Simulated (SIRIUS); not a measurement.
BAs: equation of state with PBE

**The experiment to reproduce.**

“Basic Physical Properties of Cubic Boron Arsenide”, 2019, arxiv:1911.11281 quotes, for a bulk crystal of BAs: bulk modulus 148 GPa.

The system is BAs.

```
CELL_PARAMETERS angstrom
0.00000 2.38850 2.38850
2.38850 0.00000 2.38850
2.38850 2.38850 0.00000
ATOMIC_POSITIONS crystal
As 0.75000 0.75000 0.75000
B 0.00000 0.00000 0.00000
```

| Property | Result |
| --- | --- |
| Program | SIRIUS 7.12.0 |
| Task | equation of state |
| Functional | PBE |
| Potentials or basis | all-electron FP-LAPW |
| Cutoff | 228 eV |
| Basis | apw+lo standard |
| k mesh | 10 × 10 × 10 |
| Occupations | fermi-dirac, width 0.05 eV |
| Spin | no spin polarisation |

```json
{
 "Equilibrium volume": "13.90 Å³/atom",
 "Bulk modulus": "132 GPa",
 "Pressure derivative of the bulk modulus": "4.0"
}
```

Energy against volume, from the lowest point:
| volume (Å³/atom) | energy (meV/atom) |
| --- | --- |
| 12.809 | 40.48 |
| 13.081 | 22.08 |
| 13.354 | 9.47 |
| 13.626 | 2.32 |
| 13.899 | 0.00 |
| 14.171 | 2.08 |
| 14.444 | 8.14 |

All runs of the series together: 4.5 min on 1 thread of Arm Neoverse V2 (shared host).

A measured bulk modulus of BAs is 148 GPa (quoted in “Basic Physical Properties of Cubic Boron Arsenide”, 2019, arxiv:1911.11281); the calculated 132 GPa misses it by -10.9 %. The fit is for a static lattice scaled at fixed shape and fixed fractional positions.

PBE usually gives volumes a little too large and moduli too small.
